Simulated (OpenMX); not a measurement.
Runs of OpenMX 3.8.5 on BaTiO3. The typed cell holds 5 atoms: a = 4.058 Å, b = 4.058 Å, c = 4.058 Å, α = 90.61°, β = 90.61°, γ = 90.61°. 

```csv
cell,gap on the mesh (eV),pressure (GPa),largest force (eV/Å)
"P1, 13.36 Å³/atom",2.46,(d),(a)
"P1, 12.84 Å³/atom",(b),11.4,2.29
"P1, 11.83 Å³/atom",2.95,31.9,3.90
"P1, 13.89 Å³/atom",2.29,-2.1,1.12
"P1, 12.33 Å³/atom",2.79,(c),3.04
```

Alike in all rows: task band structure; level PBE; potentials or basis OpenMX 2013 PBE set, Ba10.0-s3p2d2, Ti7.0-s3p2d2, O6.0-s2p2d1, grid cutoff 400 Ry; no spin polarisation; k mesh 5 × 5 × 5; smearing fermi-dirac 0.05 eV.

Problem. Estimate the missing entries.

Solution. (a) 1.65; (b) 2.63; (c) 20.6; (d) 3.9.

Caveats: spin-orbit coupling is left out, which moves the levels of the heavy elements; the mesh misses the band edges, which the band path finds closer together; the basis of atomic orbitals isn't converged, which shifts pressures, moduli and gaps; forces of over 1 eV/Å show positions far from the minimum, so gaps and moduli don't describe the material at rest.

A k mesh can miss the band edges, and the runs leave out spin-orbit coupling on Ba.
